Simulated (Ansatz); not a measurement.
TiO2:

```
Ti O
1.0
     4.59984    0.00000    0.00000
     0.00000    4.59984    0.00000
     0.00000    0.00000    2.95921
Ti O
2 4
Direct
  0.00000 0.00000 0.50000
  0.50000 0.50000 0.00000
  0.30432 0.30432 0.50000
  0.19568 0.80432 0.00000
  0.80432 0.19568 0.00000
  0.69568 0.69568 0.50000
```

The cell is a database's computed one.

```yaml
Program: Ansatz 0.2.0
Task: relaxation of cell and atoms
Functional: PBE
Potentials_or_basis: Ansatz NC
Cutoff: "1240 eV (not typed: the program's choice for these potentials)"
k_mesh: 6 × 6 × 9
Occupations: fermi-dirac, width 0.05 eV
Spin: no spin polarisation
```

At the start: volume 10.44 Å³/atom.

**Question.** Where does the relaxation end?

**Answer.** It ends after 8 steps and the volume is 10.64 Å³/atom (+2.0 %); space group P4_2/mnm (No. 136, to 0.05 Å).

The path:
```csv
step,energy change (eV),largest force (eV/Å),volume (Å³)
1,0.0000,0.0073,62.61
2,-0.0136,0.0685,63.42
3,-0.0155,0.0395,63.81
4,-0.0158,0.0062,63.85
5,-0.0159,0.0032,63.85
6,-0.0166,0.0032,63.85
7,-0.0166,0.0000,63.87
8,-0.0166,0.0000,63.87
```

Final structure:
```xyz
6
Lattice="4.6422 0.0000 0.0000 0.0000 4.6422 0.0000 0.0000 0.0000 2.9637" Properties=species:S:1:pos:R:3 pbc="T T T"
Ti    0.0000    0.0000    1.4819
Ti    2.3211    2.3211    0.0000
O     1.4165    1.4165    1.4819
O     0.9046    3.7376    0.0000
O     3.7376    0.9046    0.0000
O     3.2257    3.2257    1.4819
```

Caveat: the plane-wave basis is chosen anew once the cell has moved, so the energies of steps on either side of that aren't comparable.
